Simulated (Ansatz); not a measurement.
Input and output of a single-point calculation on BeTe in the zincblende structure (the PAW code Ansatz, HSE06). The cell was relaxed with r2SCAN and then strained (uniaxial -1.95 % along z, other directions held), with the atoms relaxed again with r2SCAN; k points keep the names of the unstrained zone.

The input:
```yaml
crystal:
  lattice:
    - [0.0, 2.8286236224, 2.7734654617]
    - [2.8286236224, 0.0, 2.7734654617]
    - [2.8286236224, 2.8286236224, 0.0]
  atoms:
    - { symbol: Be, position: [0.0, 0.0, 0.0] }
    - { symbol: Te, position: [0.25, 0.25, 0.25] }
kpoints:
  mp_grid: { grid: [6, 6, 6] }
  band_path:
    path:
      - [0.0, 0.0, 0.0]
      - [-0.5, -0.5, 0.0]
      - [-0.375, -0.375, 0.25]
      - [-0.375, 0.0, 0.375]
      - [0.0, 0.0, 0.5]
      - [-0.5, -0.25, 0.25]
    npoints: 1
hamiltonian:
  xc: hse06
scf:
  occupations: { method: fixed }
  n_extra_bands: 4
output:
  forces: true
  stress: true
  eigenvalues: true
```

Run as `ansatz run input.yaml --threads 4 --pin off --max-ram 3686MiB --backend cpu --events-out ev --progress --plain --runs-dir out`.

The output, standing remarks left out:
```
scf.n_extra_bands = 4 over 9 filled bands (N_el = 18.0): the run solves 13 bands
Functional definition: HSE06
Crystal: 2 atoms, lattice volume = 44.382 Å³
Basis set: ecut = 420 eV, 877 PW (Γ)
Symmetry: 8 space group operations
Space group: I-4m2 (ITA 119)
k-points: 30 of 216 (time reversal used)
Exchange kernel: α = 0.2500, screened, ω = 0.2079 Å⁻¹, Wigner–Seitz truncation, v(0) = 1046.6039 eV·Å³, q-mesh 6×6×6
preconditioner: auto → none  [insulator: Δε(μ)=2.462 eV  ℏωp=15.8 eV]
hybrid outer 1: dexx = +2.408e-3 eV, tail = 4.96e-5 eV
hybrid outer 2: dexx = +6.789e-7 eV, tail = 1.16e-8 eV, Δε = 2.81e-3 eV
NSCF: frozen V_eff on 6 k-points
Free energy (F): -7078.178712 eV
Fermi energy:    7.116797 eV
--- Stress (GPa, compression-positive) ---
       -0.064175       0.000000       0.000000
        0.000000      -0.064175       0.000000
        0.000000       0.000000       1.183273
  P = ⅓ Tr σ = 0.3516 GPa (3.516 kbar)
```

bands.tsv, columns around the gap (it counts bands from 0):
```tsv
# k_distance	band_4	band_5	band_6	band_7	band_8	band_9	band_10	band_11	band_12
# fermi_ev = 7.116797
# [0, 0, 0] at k_distance = 0.000000
# [-0.5, -0.5, 0] at k_distance = 1.132732
# [-0.375, -0.375, 0.25] at k_distance = 1.525404
# [-0.375, 0, 0.375] at k_distance = 2.207804
# [0, 0, 0.5] at k_distance = 2.890205
# [-0.5, -0.25, 0.25] at k_distance = 3.683396
# levels_relative_to = fermi_ev
0.000	-38.621	-13.606	-0.108	-0.108	0.000	4.371	4.409	4.409	4.759
1.133	-38.621	-11.431	-5.681	-3.067	-3.067	2.481	3.180	11.085	11.085
1.525	-38.622	-11.484	-5.309	-4.318	-2.612	3.243	5.945	9.039	9.384
2.208	-38.620	-11.530	-5.393	-4.314	-2.463	3.409	6.201	9.010	9.348
2.890	-38.621	-12.060	-6.214	-1.393	-1.216	3.835	5.336	5.494	8.737
3.683	-38.621	-11.437	-5.170	-4.117	-3.552	5.927	6.317	6.508	7.090
```
In order the rows are Γ, X, U, K, L, W.

HSE06 gives an indirect gap of 2.48 eV, from Γ to X; the least direct gap is 4.37 eV at Γ. Edges are sought over the mesh and the listed points. The mean pressure at these positions is +0.4 GPa, compression counted positive. The stress of a hybrid is loosely converged here.

(Simulation; spin polarisation is off.)

No spin-orbit coupling is included; it can move band edges with weight on the heavy atoms by tenths of an eV.

The meshes of the hybrids are coarse, so their gaps aren't converged to the digits shown.
